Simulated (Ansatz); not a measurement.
The cell is COD entry 9008833, as deposited and not checked against the literature; nothing was relaxed.

A run on BAs: DFT, PBE, all-electron LAPW, scalar-relativistic (Ansatz 0.2.0). The input:

```yaml
crystal:
  lattice:
    - [0.0, 2.3885, 2.3885]
    - [2.3885, 0.0, 2.3885]
    - [2.3885, 2.3885, 0.0]
  atoms:
    - { symbol: B, position: [0.0, 0.0, 0.0] }
    - { symbol: As, position: [0.75, 0.75, 0.75] }
kpoints:
  mp_grid: { grid: [13, 13, 13] }
scf:
  occupations: { method: fermi_dirac, width: 0.05 }
hamiltonian:
  xc: pbe
  pseudopotentials:
    kind: all_electron
    lapw: { basis_error: 0.0005, muffin_tin_radii: { As: 1.158, B: 1.158 } }
output:
  forces: true
  stress: true
  eigenvalues: true
```

Question: Did this run give a result to trust?

Answer: No. The program refused the input. The typed spheres overlap: twice 1.158 Å exceeds the shortest distance, 2.069 Å; smaller radii, or none typed, cure it. It says:
```
Error: `kind: all_electron` solves this crystal on LAPW (the input types lapw, or this build lists no dataset of some species for it), and no LAPW basis is found for it: the given muffin-tin radii of B and As, or the smallest supported ones, add up to 2.316 Å, and 2.069 Å are free between these atoms; give smaller radii, or leave one out; where each species has a listed dataset, leave lapw and dirac_shells out and run without spin–orbit coupling, or set another kind (and leave the keys of all_electron out)
```
 The same cell converged in the base run, which differs by not having this change: all sphere radii typed as 1.158 A.
